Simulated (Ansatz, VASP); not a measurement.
# Se in VASP and in Ansatz

```
CELL_PARAMETERS angstrom
4.36620 0.00000 0.00000
-2.18310 3.78124 0.00000
0.00000 0.00000 5.00314
ATOMIC_POSITIONS crystal
Se 0.22540 0.00000 0.33333
Se 0.00000 0.22540 0.66667
Se 0.77460 0.77460 0.00000
```

Change from the starting cell: zz strain of +1 %, crystal datasets.

Alike in both runs: task electric field gradients; functional PBE; k mesh 6 × 6 × 5; occupations fermi-dirac, width 0.03 eV; no spin polarisation.

|  | VASP | Ansatz |
| --- | --- | --- |
| version | VASP 6.6.1 | Ansatz 0.2.0 |
| potentials or method | VASP PAW PBE potentials, release 64 (Se), cutoff 520 eV | all-electron PAW with datasets made for the crystal, scalar-relativistic |

```csv
,VASP,Ansatz,Ansatz less VASP
gap on the k mesh at the Fermi level (eV),1.33,1.34,+0.007
pressure (GPa),2.1,2.0,-0.13
largest component of the traceless stress (GPa),0.72,0.67,-0.050
rms of the force components (eV/Å),0.180,0.160,-0.0202
Vzz of the field gradient on the site that differs most (V/Å²),-503.9,-524.9,-21.03
```

Atom by atom the forces differ by 0.020 eV/Å (rms over components). Ansatz ran all-electron here, so the differences hold the error of VASP's frozen core and of both bases.

Caveats: an odd mesh through Γ misses points on the zone boundary, where band edges often lie.
